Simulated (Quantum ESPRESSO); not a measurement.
Os:

```
Os
1.0
     2.73410    0.00000    0.00000
    -1.36705    2.36780    0.00000
     0.00000    0.00000    4.31970
Os
2
Direct
  0.66667 0.33333 0.75000
  0.33333 0.66667 0.25000
```

Base run:

- Program: Quantum ESPRESSO 7.5
- Functional: EV93PW91
- Potentials or basis: SG15 PBE 1.2
- Cutoff: 952 eV
- Density cutoff: 3810 eV
- k mesh: 11 × 11 × 6
- Occupations: fermi-dirac, width 0.05 eV
- Spin: no spin polarisation

Its results: band gap on the k mesh none (metal or under the smearing width); pressure 27.0 GPa.

Q: The run is repeated on the same cell with these changes: functional from EV93PW91 to AM05. What comes out?

A: Band gap on the k mesh none (metal or under the smearing width); pressure -4.8 GPa.

Caveats: the potentials were made for another functional, which shifts forces and pressure; spin-orbit coupling is left out, which moves the levels of the heavy elements; the potentials were made for a functional far from this one (some runs).
